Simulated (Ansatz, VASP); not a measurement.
# InPd: VASP beside Ansatz

INCAR

```
PREC = Accurate
ENCUT = 600
EDIFF = 1E-6
ISMEAR = -1
SIGMA = 0.05
LREAL = F
LASPH = T
NELM = 100
ALGO = Normal
ISIF = 3
LWAVE = F
LCHARG = F
GGA = PE
IVDW = 12
IBRION = 2
NSW = 60
EDIFFG = -0.02
```

KPOINTS

```
Automatic mesh
0
Gamma
  8 8 8
```

POSCAR

```
InPd
1.0
    3.2718847800      0.0000000000      0.0000000000
    0.0000000000      3.2718847800      0.0000000000
    0.0000000000      0.0000000000      3.2718847800
In Pd
1 1
Direct
    0.0000000000      0.0000000000      0.0000000000
    0.5000000000      0.5000000000      0.5000000000
```

input.yaml

```yaml
crystal:
  lattice:
    - [3.27188478, 0.0, 0.0]
    - [0.0, 3.27188478, 0.0]
    - [0.0, 0.0, 3.27188478]
  atoms:
    - { symbol: In, position: [0.0, 0.0, 0.0] }
    - { symbol: Pd, position: [0.5, 0.5, 0.5] }
hamiltonian:
  xc: pbe
  pseudopotentials: { kind: paw }
  dispersion: d3bj
kpoints:
  mp_grid: { grid: [8, 8, 8] }
scf:
  occupations: { method: fermi_dirac, width: 0.05 }
output:
  forces: true
  stress: true
  eigenvalues: true
relax:
  f_tol: 0.01
  max_steps: 40
  cell: { stress_tol: 0.05 }
```

The cell comes from a database or a generator and needn't be the stable form of this composition.

Alike in both runs: task relaxation of cell and atoms; functional PBE; dispersion D3(BJ); k mesh 8 × 8 × 8; occupations fermi-dirac, width 0.05 eV; no spin polarisation.

```csv
,VASP,Ansatz
version,VASP 6.6.1,Ansatz 0.2.0
potentials or method,"VASP PAW PBE potentials, release 64 (In_d, Pd)",Ansatz PAW
plane-wave cutoff (eV),600,420
valence electrons in the cell,23,31
```

```csv
,VASP,Ansatz,Ansatz less VASP
"gap on the k mesh at the Fermi level, each at its own relaxed structure (eV)",none,none,-
relaxed volume (Å³/atom),17.32,17.31,-0.014
relaxed cell length with the largest relative difference (Å),3.260,3.259,-0.0009
```

A gap of «none» marks a metal or a gap that the smearing closes. The two sets of potentials don't hold the same shells in valence.

Caveats: pairwise dispersion overbinds metals, which lowers pressure and volume; the plane-wave basis is chosen anew once the cell has moved, so the energies of steps on either side of that aren't comparable (Ansatz).
